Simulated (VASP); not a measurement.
Wanted: the native input for a VASP 6.6.1 run.

* Task: relaxation of cell and atoms
* Functional: PBE
* Potentials or basis: VASP PAW PBE potentials, release 64 (Ag, Cl)
* Cutoff: 600 eV
* k mesh: 8 × 8 × 8
* Occupations: fermi-dirac, width 0.02 eV
* Spin: no spin polarisation
* Dipole correction: no
* Further INCAR settings: ALGO = Normal; EDIFF = 1e-06; IBRION = 2; EDIFFG = -0.005; NSW = 80; ISIF = 3

The structure of AgCl lies in POSCAR:

```
AgCl
1.0
    3.0784420276      0.0000000000      0.0000000000
    0.0000000000      3.0784420276      0.0000000000
    0.0000000000      0.0000000000      3.0784420276
Ag Cl
1 1
Direct
    0.0000000000      0.0000000000      0.0000000000
    0.5000000000      0.5000000000      0.5000000000
```

The cell was built by a generator and needn't be a form met in nature.

The input as run:

INCAR

```
ALGO = Normal ; EDIFF = 1E-6
EDIFFG = -0.005 ; ENCUT = 600
GGA = PE ; IBRION = 2
ISIF = 3 ; ISMEAR = -1
LASPH = True ; LCHARG = False
LREAL = False ; LWAVE = False
NELM = 100 ; NSW = 80
PREC = Accurate ; SIGMA = 0.02
```

KPOINTS

```
k-points
0
Gamma
  8 8 8
```

Potentials or basis: VASP PAW PBE potentials, release 64 (Ag, Cl).

Launch:

```bash
$ cat potpaw_PBE.64/Ag/POTCAR potpaw_PBE.64/Cl/POTCAR > POTCAR
$ mpirun -np 1 vasp_std > vasp.out
```

It gave:

```json
{"Relaxed volume": "20.13 Å³/atom", "Relaxed cell": "a = 3.428 Å, b = 3.428 Å, c = 3.428 Å, α = 90.00°, β = 90.00°, γ = 90.00°", "Space group after relaxing (to 0.05 Å)": "Pm-3m (No. 221)", "Energy gained by relaxing": "450.2 meV/atom", "Ionic steps": "22", "Pressure after relaxing": "0.0 GPa", "Band gap on the k mesh": "0.58 eV, indirect (least direct gap 2.09 eV)"}
```

Caveat: the volume moved by over 15 % at a fixed basis, so the end points are rough.

It took 69 s on 1 thread of Intel(R) Xeon(R) Platinum 8488C (Sapphire Rapids), with other jobs on the host, peak memory 0.17 GiB.
